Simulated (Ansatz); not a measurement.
# Re (P6_3/mmc) in Ansatz: notebook

The runs below take Re through single point, with PBE.

Program: Ansatz 0.2.0. These are calculated values, not measurements. Logs are shortened: lines on timing, memory, paths and dates and some standing lists are left out, and cuts for length are marked.

## 1. The structure

It takes space group P6_3/mmc (No. 194, hexagonal). Conventional cell: a = 2.761 Å, b = 2.761 Å, c = 4.458 Å, α = 90.00°, β = 90.00°, γ = 120.00°. Around Re (site symmetry -6m2) lie 12 Re at 2.74 to 2.76 Å.

## 2. Single point, PBE

input.yaml

```yaml
crystal:
  lattice:
    - [2.7608, 0.0, 0.0]
    - [-1.3804, 2.3909229348, 0.0]
    - [0.0, 0.0, 4.4582]
  atoms:
    - { symbol: Re, position: [0.6666666667, 0.3333333333, 0.75] }
    - { symbol: Re, position: [0.3333333333, 0.6666666667, 0.25] }
kpoints:
  mp_grid: { grid: [11, 11, 6] }
scf:
  occupations: { method: gaussian, width: 0.021 }
hamiltonian:
  xc: pbe
  pseudopotentials: { kind: all_electron, lapw: { basis_error: 0.001 } }
output:
  forces: true
  stress: true
  eigenvalues: true
```

Potentials or basis: all-electron LAPW, scalar-relativistic.

Launch:

```bash
> ansatz run input.yaml --threads 1 --pin off --max-ram 3072MiB --backend cpu --events-out ev --progress --plain --runs-dir out
```

Log:

```text
Warning: RAYON_NUM_THREADS=1 ignored (pool sized by the plan → 1); use --threads N
LAPW: plane waves up to 8.583 Å⁻¹, error target 1.0e-3 eV per atom; small_component_spin mean_spin; Re in spheres of 1.370 Å, 39 of its electrons in bands, Dirac shells [] (how accurate: hamiltonian.pseudopotentials.lapw.basis_error, Limitations)
Engine: ansatz 0.2.0, aarch64-unknown-linux-gnu
Pseudopotentials: kind: all_electron
Pseudopotential: Re, LAPW, valence charge 39, lapw/all_electron/scalar/gaussian/Re, Koelling and Harmon's equation, gaussian nucleus
Functional definition: PBE
  parameter kappa = 0.804
  parameter beta = 0.06672455060314922
  exchange = pbe_x(kappa = kappa, mu = beta*pi^2/3)
  correlation = pbe_c(beta = beta)
Crystal: 2 atoms, lattice volume = 29.428 Å³
Basis set: ecut = 280.6916234113681 eV, 313 PW (Γ), exchange–correlation at level 2
Bands: 47, of which v1, the nominal top of the filled ones, is band 39 counted from 1 (38 counted from 0)
Symmetry: 24 space group operations
Space group: P63/mmc (ITA 194), of the structure as read, at distance tolerance 3.1e-5 Å
k-points: 64 of 726
Non-local potential: Re, projectors of the file, none
Initial density: superposition of atomic densities (chi_scale 0.1, normalization cell)
Initial wavefunctions: plane waves of lowest kinetic energy (no species holds an atomic orbital)
Functional: x = pbe(κ = 0.804, μ = 0.2195149727645171), c = pbe(β = 0.06672455060314922)
iter 1 solved again at ethr=1.53e-4 eV; its pass at ethr=1.00e-1 eV (dr2=1.20e-1 eV) is discarded
SCF iter   1: F=—  HF=-908306.279103 eV  |F-HF|=—  |Δ(HF+E_count)|=         —  Δρ=2.97e-2  dr2=1.20e-1  ethr=1.53e-4  ⟨swp⟩=3.0  Hψ=19087  notcnv=0
preconditioner: auto → Resta (q_TF=auto, 3.210 Å⁻¹)  ε∞=3.0  [insulator: Δε(μ)=0.047 eV  Ē_g=35.688 eV  σ=0.021 eV  W_gap=0.77  n_scr=22 (ndim 8)  ℏωp=50.3 eV  f_vac=0.000  D(μ)=1.57/eV (n_scr^D=22)  ε∞_Penn≈3.0]
SCF iter   2: F=—  HF=-908305.932631 eV  |F-HF|=—  |Δ(HF+E_count)|=   3.46e-1  Δρ=1.10e-2  dr2=1.98e-2  ethr=1.53e-4  ⟨swp⟩=2.8  Hψ=9424  notcnv=0
SCF iter   3: F=—  HF=-908305.915224 eV  |F-HF|=—  |Δ(HF+E_count)|=   1.74e-2  Δρ=6.60e-3  dr2=7.76e-3  ethr=2.53e-5  ⟨swp⟩=2.0  Hψ=8865  notcnv=0
SCF iter   4: F=—  HF=-908305.913204 eV  |F-HF|=—  |Δ(HF+E_count)|=   2.02e-3  Δρ=3.06e-3  dr2=1.95e-3  ethr=9.95e-6  ⟨swp⟩=2.0  Hψ=8881  notcnv=0
iter 5 solved again at ethr=7.37e-8 eV; its pass at ethr=2.50e-6 eV (dr2=5.75e-5 eV) is discarded
SCF iter   5: F=—  HF=-908305.913409 eV  |F-HF|=—  |Δ(HF+E_count)|=   2.05e-4  Δρ=4.66e-4  dr2=5.73e-5  ethr=7.37e-8  ⟨swp⟩=2.0  Hψ=15015  notcnv=0
SCF iter   6: F=—  HF=-908305.913421 eV  |F-HF|=—  |Δ(HF+E_count)|=   1.18e-5  Δρ=6.45e-5  dr2=1.21e-6  ethr=7.35e-8  ⟨swp⟩=2.0  Hψ=8842  notcnv=0
SCF iter   7: F=-908305.913421 eV  HF=-908305.913421 eV  |F-HF|=3.27e-8  |Δ(HF+E_count)|=   2.35e-7  Δρ=1.67e-5  dr2=7.85e-8  ethr=1.55e-9  ⟨swp⟩=2.0  Hψ=8842  notcnv=0
SCF 1 converged in 7 iterations: F = -908305.913421 eV  dr2 = 7.85e-8
SCF converged after 7 iterations
Free energy (F): -908305.913421 eV
Harris-Foulkes:  -908305.913421 eV  (|F-HF|=3.27e-8)
Internal energy: -908305.913315 eV  (E = F + TS)
E sigma→0 (E₀):  -908305.913368 eV
Entropy (-TS):   -0.000106 eV (-0.053 meV/atom)
Fermi energy:    30.841234 eV
--- Per-component energies (eV) ---
  E_band       = -4481.612461
  E_kinetic    = 1020681.102527
  E_xc         = -18090.620810
  E_electrostatic = -1910896.395032  (all electrons and nuclei)
  E_smearing   = -0.000106  (= −TS)
  E_closure    = 0.000000  (closes the sum)
  E_atoms      = -908282.845560  (free atoms, spherical and without spin; not in F)
  Σ components = -908305.913421   (vs F -908305.913421, Δ=0.00e0)
  Basis errors (estimates in eV, not in F): energy 2.1e-4 per atom: plane waves 1.9e-4 (9.6e-5 summed), levels above the bands 0.0e0, relativity 7.6e-8, radial functions 1.7e-5, core shells 1.2e-6; eigenvalues (radial functions only) 2.3e-6; not estimated: angular momenta, meshes, grids; target (lapw.basis_error) 1.0e-3; muffin-tin radii Re 1.370 Å
--- Forces (eV/Å), atoms counted from 1 ---
  atom   1  Re     0.00000000    -0.00000000    -0.00000000
  atom   2  Re    -0.00000000     0.00000000     0.00000000
  max |Σ_I F_I| component: 1.85e-17 eV/Å
--- Stress (GPa, compression-positive) ---
        6.192258       0.000000       0.000000
        0.000000       6.192258      -0.000000
        0.000000      -0.000000       5.395788
  P = ⅓ Tr σ = 5.9268 GPa (59.268 kbar)
--- Band table (eV; the first three rows and the last of 64) ---
  k-point 0: bands = ["-218.6714", "-218.6714", "-218.6713", "-218.6713", "-218.6713", "-218.6713", "-218.6712", "-218.6712", "-218.6712", "-218.6712", "-48.9743", "-48.8508", "-11.4947", "-10.4359", "-10.4359", "-10.2591", "-10.2591", "-10.2415", "-6.0786", "-6.0772", "-6.0756", "-6.0674", "-6.0674", "-6.0657", "-6.0657", "-6.0645", "-6.0645", "-6.0591", "-6.0499", "-6.0499", "-6.0452", "-6.0438", "20.9505", "24.1874", "29.2378", "29.2383", "29.2383", "30.0772", "30.0772", "31.0056", "31.0056", "31.4190", "34.1874", "34.1874", "40.7821", "44.2331", "46.2269"]
  k-point 1: bands = ["-218.6714", "-218.6714", "-218.6713", "-218.6713", "-218.6713", "-218.6713", "-218.6712", "-218.6712", "-218.6712", "-218.6712", "-48.9661", "-48.8592", "-11.4159", "-10.4242", "-10.4242", "-10.3312", "-10.2711", "-10.2711", "-6.0801", "-6.0762", "-6.0743", "-6.0713", "-6.0713", "-6.0666", "-6.0666", "-6.0605", "-6.0605", "-6.0599", "-6.0490", "-6.0490", "-6.0451", "-6.0439", "21.2815", "24.1987", "29.0448", "29.0997", "29.0997", "29.8777", "29.8777", "30.5559", "31.4472", "31.4472", "34.2119", "34.2119", "42.0815", "43.6727", "46.8147"]
  k-point 2: bands = ["-218.6714", "-218.6714", "-218.6713", "-218.6713", "-218.6713", "-218.6713", "-218.6712", "-218.6712", "-218.6712", "-218.6712", "-48.9436", "-48.8819", "-11.1971", "-10.5716", "-10.3921", "-10.3921", "-10.3037", "-10.3037", "-6.0804", "-6.0777", "-6.0736", "-6.0736", "-6.0704", "-6.0704", "-6.0701", "-6.0623", "-6.0547", "-6.0547", "-6.0485", "-6.0485", "-6.0448", "-6.0441", "22.1815", "24.0449", "28.6226", "28.9842", "28.9842", "29.1029", "29.4612", "29.4612", "32.3935", "32.3935", "34.0339", "34.0339", "43.4435", "44.8782", "45.3248"]
  k-point 63: bands = ["-218.6713", "-218.6713", "-218.6713", "-218.6713", "-218.6713", "-218.6713", "-218.6712", "-218.6712", "-218.6712", "-218.6712", "-48.8297", "-48.8297", "-11.2615", "-11.2615", "-10.9401", "-10.9401", "-10.4710", "-10.4710", "-6.0737", "-6.0737", "-6.0683", "-6.0683", "-6.0658", "-6.0658", "-6.0625", "-6.0625", "-6.0596", "-6.0596", "-6.0587", "-6.0587", "-6.0547", "-6.0547", "26.0257", "26.0257", "27.2681", "27.2681", "28.6339", "28.6339", "30.9562", "30.9562", "34.2751", "34.2751", "39.7455", "39.7455", "41.3383", "41.3383", "43.9472"]
```

Run time: 20 s. Hardware: 1 thread of Arm Neoverse V2, shared host; peak memory 0.41 GiB.

Results:

* Free energy: -908305.9134 eV
* Pressure: 5.9 GPa
* Band gap on the k mesh: none (metal or under the smearing width)

## 3. Single point, PBE

input.yaml, as its differences from that of step 2:

```diff
@@ -11,3 +11,3 @@
 scf:
-  occupations: { method: gaussian, width: 0.021 }
+  occupations: { method: gaussian, width: 0.011 }
 hamiltonian:
```

Potentials or basis: all-electron LAPW, scalar-relativistic.

Launch:

```bash
> ansatz run input.yaml --threads 1 --pin off --max-ram 3072MiB --backend cpu --events-out ev --progress --plain --runs-dir out
```

Wall time 20 s (1 thread of Arm Neoverse V2, shared host); peak memory 0.41 GiB.

It converged, with:

```
Free energy            : -908305.9134 eV
Pressure               : 5.9 GPa
Band gap on the k mesh : none (metal or under the smearing width)
```

Stress tensor (GPa, compression positive):
```
6.19 0.00 0.00
0.00 6.19 0.00
0.00 0.00 5.39
```

Levels at points of the mesh, in eV from the Fermi level:
```
            k point  band 37  band 38  band 39  band 40  band 41  band 42
 (0.00, 0.00, 0.00)    -1.61    -0.78    -0.78     0.15     0.15     0.57
(0.00, 0.00, -0.50)    -1.74    -1.74    -1.74    -1.74     2.53     2.53
```
